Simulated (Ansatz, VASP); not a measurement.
# Al2Pt: VASP beside Ansatz

The input INCAR:

```
ALGO = Normal
EDIFF = 1E-7
ENCUT = 520
GGA = PE
ISIF = 2
ISMEAR = -1
LASPH = T
LCHARG = F
LREAL = F
LWAVE = F
NBANDS = 15
NELM = 100
PREC = Accurate
SIGMA = 0.05
```

Contents of KPOINTS:

```
k-points
0
Gamma
  8 8 8
```

Contents of POSCAR:

```
Al2Pt
1.0
    0.0000000000      2.9351671877      2.9351671877
    2.9351671877      0.0000000000      2.9351671877
    2.9351671877      2.9351671877      0.0000000000
Pt Al
1 2
Direct
    0.0000000000      0.0000000000      0.0000000000
    0.7500000000      0.7500000000      0.7500000000
    0.2500000000      0.2500000000      0.2500000000
```

The input input.yaml:

```yaml
crystal:
  lattice:
    - [0.0, 2.9351671877, 2.9351671877]
    - [2.9351671877, 0.0, 2.9351671877]
    - [2.9351671877, 2.9351671877, 0.0]
  atoms:
    - { symbol: Pt, position: [0.0, 0.0, 0.0] }
    - { symbol: Al, position: [0.75, 0.75, 0.75] }
    - { symbol: Al, position: [0.25, 0.25, 0.25] }
hamiltonian:
  xc: pbe
  pseudopotentials: { kind: paw }
kpoints:
  mp_grid: { grid: [8, 8, 8] }
scf:
  occupations: { method: fermi_dirac, width: 0.05 }
output:
  forces: true
  stress: true
  eigenvalues: true
  write_density: true
  write_potential: true
  elf: true
  volumetric_format: npy
```

Alike in both runs: task single point; functional PBE; k mesh 8 × 8 × 8; occupations fermi-dirac, width 0.05 eV; no spin polarisation.

|  | VASP | Ansatz |
| --- | --- | --- |
| version | VASP 6.6.1 | Ansatz 0.2.0 |
| potentials or method | VASP PAW PBE potentials, release 64 (Pt, Al) | Ansatz PAW |
| plane-wave cutoff (eV) | 520 | 420 |
| valence electrons in the cell | 16 | 24 |

```tsv
	VASP	Ansatz	Ansatz less VASP
gap on the k mesh at the Fermi level (eV)	none	none	-
pressure (GPa)	5.3	5.4	+0.16
```

A gap of «none» marks a metal or a gap that the smearing closes. The functional is the same, so the differences come from potentials, cutoffs and numerics. The two sets of potentials don't hold the same shells in valence.

The runs have no spin-orbit coupling, so splittings on Pt are missing.
